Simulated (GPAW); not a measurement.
**The bulk modulus of 6 crystals: PBE beside PBE-D4, PBE-D3(0)**

Computed bulk modulus (GPa) at each level. Moduli come from Birch-Murnaghan fits over scaled cells with fixed shape and fractions. Not every cell is the stable form of its formula. Spin polarisation and spin-orbit coupling are off unless named.

- PBE: GPAW (GPAW PAW data sets (gpaw-data 1.2.1)); cutoffs 600 to 800 eV; k meshes of 512 to 1728 points
- PBE-D4: GPAW (GPAW PAW data sets (gpaw-data 1.2.1)); cutoffs 600 to 800 eV; k meshes of 512 to 1728 points
- PBE-D3(0): GPAW (GPAW PAW data sets (gpaw-data 1.2.1)); cutoffs 600 to 800 eV; k meshes of 512 to 1728 points

```csv
crystal,PBE,PBE-D4,PBE-D3(0)
Ta (Im-3m),194.4,201.4,213.1
Pd (Fm-3m),167.7,188.1,196.9
W (Im-3m),302.0,316.3,318.9
Si (Fd-3m),88.7,93.8,88.2
HfN (Fm-3m),268.3,277.3,282.0
TaN (Fm-3m),331.5,333.8,348.8
```

Problem. How do the values move from PBE?

Solution. PBE-D4 lies above PBE in 6 of 6 crystals, with a median shift of +4.2 % (+0.7 % for TaN to +12.2 % for Pd). PBE-D3(0) lies above PBE in 5 of 6 crystals, with a median shift of +5.4 % (-0.6 % for Si to +17.4 % for Pd). The figures use the values as printed. Spin-orbit coupling, where left out, moves volumes and moduli of the heaviest elements a little. Meshes of this size aren't converged for the metals. Columns can differ in meshes within a row, which adds scatter of its own.

Adding dispersion generally stiffens these crystals, most of all Pd, which rises from 167.7 GPa with PBE to 188.1 with D4 and 196.9 with D3(0). The probable reason is that the added pair attraction shortens the equilibrium bonds, so the curvature is sampled where the repulsion is steeper. Pd is especially responsive, probably because its nearly full d band also occupies antibonding states and adds little cohesion. In W the filling is close to the bonding optimum, and the lattice is much stiffer.

Softness alone doesn't set the shift, however: Si has the lowest modulus, yet D3(0) leaves it almost unchanged. There the curvature of the damped pair term may offset the effect of any contraction. In the nitrides, covalent metal d–nitrogen p bonding accounts for much of the stiffness already present in PBE.

The upward shifts don't by themselves show a better description of the metals, where conduction electrons screen the fluctuating dipoles that a pairwise correction treats as largely atomic.
